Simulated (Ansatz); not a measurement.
## Moving the functional in Lu

```cif
data_structure
_symmetry_space_group_name_H-M 'P6_3/mmc'
_symmetry_Int_Tables_number 194
_cell_length_a 3.5031
_cell_length_b 3.5031
_cell_length_c 5.5509
_cell_angle_alpha 90.000
_cell_angle_beta 90.000
_cell_angle_gamma 120.000
_cell_volume 58.99
loop_
_atom_site_label
_atom_site_type_symbol
_atom_site_symmetry_multiplicity
_atom_site_Wyckoff_symbol
_atom_site_fract_x
_atom_site_fract_y
_atom_site_fract_z
_atom_site_occupancy
Lu1 Lu 2 c 0.66667 0.33333 0.75000 1
```

Kept alike: task band structure; k mesh 9 × 9 × 5; occupations fermi-dirac, width 0.05 eV; no spin polarisation. Program: Ansatz, all-electron LAPW, scalar-relativistic. The mesh is that of the run's cell of 2 atoms. No spin-orbit coupling.

| run | pressure (GPa) |
| --- | --- |
| A | -3.03 |
| B | -0.51 |
| C | -5.56 |

Pressure is positive in compression. For a metal such a mesh leaves the last digits unconverged.

Problem. The runs differ in the functional alone: LDA; PBE; PBEsol. Which run is which?

Solution. Run A is PBEsol; run B is PBE; run C is LDA. The pressure runs from -5.56 (LDA) to -0.51 GPa (PBE). From PBE: LDA -5.05; PBEsol -2.52.
